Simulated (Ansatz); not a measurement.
A plane-wave DFT run in Ansatz 0.2.0 (scalar-relativistic PAW potentials unless the input names others): input and command.

```yaml
crystal:
  lattice:
    - [-1.3418090812, 1.3418090812, 1.1210670964]
    - [1.3418090812, -1.3418090812, 1.1210670964]
    - [1.3418090812, 1.3418090812, -1.1210670964]
  atoms:
    - { symbol: C, position: [0.0, 0.0, 0.0] }
basis:
  ecutwfc: 420
kpoints:
  mp_grid: { grid: [24, 24, 24] }
hamiltonian:
  xc: pbesol
  dispersion: d4
scf:
  occupations: { method: gaussian, width: 0.1 }
output:
  forces: true
  eigenvalues: true
  stress: true
```

```bash
ansatz run input.yaml --threads 1 --pin off --max-ram 1331MiB --backend cpu --events-out ev --progress --plain --runs-dir out
```

Abridged log:
```
Basis set: ecut = 420 eV, 167 PW (Γ), exchange–correlation on 30×30×30 points (8 copies of the dense FFT grid, shifted against one another)
Bands: 6, of which v1, the nominal top of the filled ones, is band 2 counted from 1 (1 counted from 0)
Symmetry: 16 space group operations
k-points: 1063 of 13824
SCF iter   1: F=—  HF=-242.432238 eV  |F-HF|=—  |Δ(HF+E_count)|=         —  Δρ=5.20e-3  dr2=1.41e-3  ethr=1.77e-3  ⟨swp⟩=5.0  Hψ=48750  notcnv=0
SCF iter   2: F=—  HF=-242.431411 eV  |F-HF|=—  |Δ(HF+E_count)|=   8.27e-4  Δρ=2.57e-3  dr2=3.54e-4  ethr=3.53e-5  ⟨swp⟩=1.0  Hψ=14882  notcnv=0
SCF iter   3: F=—  HF=-242.431302 eV  |F-HF|=—  |Δ(HF+E_count)|=   1.09e-4  Δρ=7.46e-4  dr2=3.07e-5  ethr=8.86e-6  ⟨swp⟩=2.2  Hψ=8194  notcnv=0
SCF iter   4: F=—  HF=-242.431288 eV  |F-HF|=—  |Δ(HF+E_count)|=   1.37e-5  Δρ=1.17e-4  dr2=6.97e-7  ethr=7.69e-7  ⟨swp⟩=2.0  Hψ=8177  notcnv=0
SCF iter   5: F=-242.431288 eV  HF=-242.431288 eV  |F-HF|=2.66e-9  |Δ(HF+E_count)|=   2.45e-7  Δρ=1.02e-5  dr2=5.31e-9  ethr=1.74e-8  ⟨swp⟩=2.0  Hψ=8214  notcnv=0
SCF iter   6: F=-242.431288 eV  HF=-242.431288 eV  |F-HF|=2.26e-11  |Δ(HF+E_count)|=   1.90e-9  Δρ=8.80e-7  dr2=4.23e-11  ethr=1.33e-10  ⟨swp⟩=1.5  Hψ=20321  notcnv=0
WARN: dispersion: an atom stands within reach of a switch of its C6 between two reference coordination numbers of its element: through that C6 alone, e_disp changes by 0.025 eV or more while the distances to its neighbours run over a stretch of 0.05 Å that contains this geometry (sites counted from 0 in the run's list of atoms or, in a supercell that it derives, in that cell's: here a list of 1) — site 0 (C): coordination number 1.292 (about 0.74 to 1.85 with every neighbour 0.05 Å farther or nearer), switch near 1.413 between the references 0.919 (weight 0.56) and 1.908 (weight 0.08), e_disp  ...
SCF 1 converged in 6 iterations: F = -242.431288 eV  dr2 = 4.23e-11
SCF converged after 6 iterations
Free energy (F): -242.431288 eV
Harris-Foulkes:  -242.431288 eV  (|F-HF|=2.26e-11)
Internal energy: -242.429153 eV  (E = F + TS)
E sigma→0 (E₀):  -242.430221 eV
Entropy (-TS):   -0.002135 eV (-2.135 meV/atom)
Fermi energy:    8.662830 eV
  E_disp       = -0.140318  (pairwise vdW)
--- Forces (eV/Å), atoms counted from 1 ---
  atom   1  C      0.00000000     0.00000000     0.00000000
--- Stress (GPa, compression-positive) ---
      -24.967966       0.000000       0.000000
        0.000000     -24.967966       0.000000
        0.000000       0.000000     -29.091648
  P = ⅓ Tr σ = -26.3425 GPa (-263.425 kbar)
```

Apart from outputs and empty bands, the input differs from a reference run on usual settings in hamiltonian.dispersion: not typed → "d4". The reference, at the same geometry (not necessarily relaxed), gave pressure -27.56 GPa, largest force 0.000 eV/Å, no gap on the mesh. This run converged in 6 SCF iterations (reference: 6) with an energy at zero smearing 140 meV/atom below the reference's (the Hamiltonian itself differs), pressure -26.34 GPa, largest force 0.000 eV/Å, no gap on the mesh.